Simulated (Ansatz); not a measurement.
Pd: equation of state with PBE

The system is Pd.

```xyz
1
Lattice="0.0000 1.9465 1.9465 1.9465 0.0000 1.9465 1.9465 1.9465 0.0000" Properties=species:S:1:pos:R:3 pbc="T T T"
Pd    0.0000    0.0000    0.0000
```

```
Program             : Ansatz 0.2.0
Task                : equation of state
Functional          : PBE
Potentials or basis : Ansatz PAW
Cutoff              : 420 eV
Density cutoff      : 1680 eV
k mesh              : 12 × 12 × 12
Occupations         : fermi-dirac, width 0.05 eV
Spin                : no spin polarisation
```

* Equilibrium volume: 15.31 Å³/atom
* Bulk modulus: 168 GPa
* Pressure derivative of the bulk modulus: 5.5

Energy against volume, from the lowest point:
| volume (Å³/atom) | energy (meV/atom) |
| --- | --- |
| 13.865 | 88.59 |
| 14.160 | 53.65 |
| 14.455 | 28.40 |
| 14.750 | 11.69 |
| 15.045 | 2.51 |
| 15.340 | 0.00 |
| 15.635 | 3.38 |

All runs of the series together: 3.7 s on 2 threads of Arm Neoverse V2, with other jobs on the host.

PBE usually gives volumes a little too large and moduli too small. Zero-point motion and thermal expansion aren't in these numbers.
